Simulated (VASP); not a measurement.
Output of a VASP run:

File OSZICAR:
```
       N       E                     dE             d eps       ncg     rms          rms(c)
DAV:   1     0.218364202186E+03    0.21836E+03   -0.19895E+04  1008   0.173E+03
DAV:   2    -0.241082982538E+02   -0.24247E+03   -0.23589E+03  1280   0.355E+02
DAV:   3    -0.346814684030E+02   -0.10573E+02   -0.10545E+02  1132   0.774E+01
DAV:   4    -0.347531845621E+02   -0.71716E-01   -0.71699E-01  1088   0.724E+00
DAV:   5    -0.347536209559E+02   -0.43639E-03   -0.43638E-03  1108   0.580E-01    0.898E+00
DAV:   6    -0.325985335525E+02    0.21551E+01   -0.90278E+00  1104   0.230E+01    0.299E+00
DAV:   7    -0.325959525628E+02    0.25810E-02   -0.89682E-02  1032   0.229E+00    0.184E+00
DAV:   8    -0.326115189257E+02   -0.15566E-01   -0.42569E-02  1092   0.256E+00    0.166E-01
DAV:   9    -0.326122355482E+02   -0.71662E-03   -0.30050E-03  1124   0.410E-01    0.723E-02
DAV:  10    -0.326123911867E+02   -0.15564E-03   -0.21878E-04  1048   0.126E-01    0.104E-02
DAV:  11    -0.326123927043E+02   -0.15176E-05   -0.17631E-05  1112   0.351E-02    0.627E-03
DAV:  12    -0.326123929900E+02   -0.28562E-06   -0.62235E-06  1072   0.201E-02
   1 F= -.32612393E+02 E0= -.32612393E+02  d E =-.326124E+02
```

### OUTCAR
```
------------------------ aborting loop because EDIFF is reached ----------------------------------------
  FORCE on cell =-STRESS in cart. coord.  units (eV):
  Direction    XX          YY          ZZ          XY          YZ          ZX
  --------------------------------------------------------------------------------------
  Total       -0.0803244     -0.0803244     -0.0888203      0.0000000      0.0000000      0.0000000
  in kB       -1.9697745     -1.9697745     -2.1781164      0.0000000      0.0000000      0.0000000
  external PRESSURE =      -2.0392218 kB  Pullay stress =       0.0000000 kB
  volume of cell :       65.33
      direct lattice vectors                 reciprocal lattice vectors
     4.625100190  0.000000000  0.000000000     0.216211532  0.000000000  0.000000000
     0.000000000  4.625100190  0.000000000     0.000000000  0.216211532  0.000000000
     0.000000000  0.000000000  3.054214027     0.000000000  0.000000000  0.327416478
 POSITION                                       TOTAL-FORCE (eV/Angst)
 -----------------------------------------------------------------------------------
      0.00000      0.00000      0.00000         0.000000     -0.000000      0.000000
      2.31255      2.31255      1.52711         0.000000     -0.000000      0.000000
      1.40180      1.40180      0.00000         0.007753      0.007753      0.000000
      3.71435      0.91075      1.52711         0.007753     -0.007753     -0.000000
      0.91075      3.71435      1.52711        -0.007753      0.007753      0.000000
      3.22330      3.22330      0.00000        -0.007753     -0.007753     -0.000000
 -----------------------------------------------------------------------------------
    total drift:                                0.000000      0.000000     -0.000000
  FREE ENERGIE OF THE ION-ELECTRON SYSTEM (eV)
  ---------------------------------------------------
  free  energy   TOTEN  =       -32.6123929900 eV

  energy  without entropy=      -32.6123929900  energy(sigma->0) =      -32.61239299

 reached required accuracy - stopping structural energy minimisation
```
(Selected blocks of OUTCAR.)

### POSCAR
```
MgF2
1
    4.6251001902    -0.0000000000     0.0000000000
    0.0000000000     4.6251001902     0.0000000000
    0.0000000000     0.0000000000     3.0542140270
Mg F
2 4
Direct
  1.0000000000   0.0000000000   1.0000000000
  0.5000000000   0.5000000000   0.5000000000
  0.3030863562   0.3030863562   1.0000000000
  0.8030863562   0.1969136438   0.5000000000
  0.1969136438   0.8030863562   0.5000000000
  0.6969136438   0.6969136438   0.0000000000
```

**Question.** Write an INCAR and KPOINTS that could have produced this output.

**Answer.** One answer among several that fit: the input of the run itself, PBEsol GGA, plane waves, VASP's PBE PAW potentials (set 64).

File KPOINTS:
```
Automatic mesh
0
Gamma
5 5 7
0 0 0
```

**INCAR**
```
# general
SYSTEM = MgF2
PREC   = Accurate
ENCUT  = 620
LREAL  = .FALSE.
LASPH  = .TRUE.

# electronic loop
EDIFF  = 1E-6
NELM   = 100
ALGO   = Normal

# smearing
ISMEAR = 0
SIGMA  = 0.05

# functional
GGA    = PS

# ions
IBRION = 2
NSW    = 40
ISIF   = 3
EDIFFG = -0.02

# output
LWAVE  = .FALSE.
LCHARG = .FALSE.
```

POTCAR, in this order: Mg F (PBE.64 set). Program: vasp_std.

The compound is MgF2 in the rutile structure. It was relaxed first.
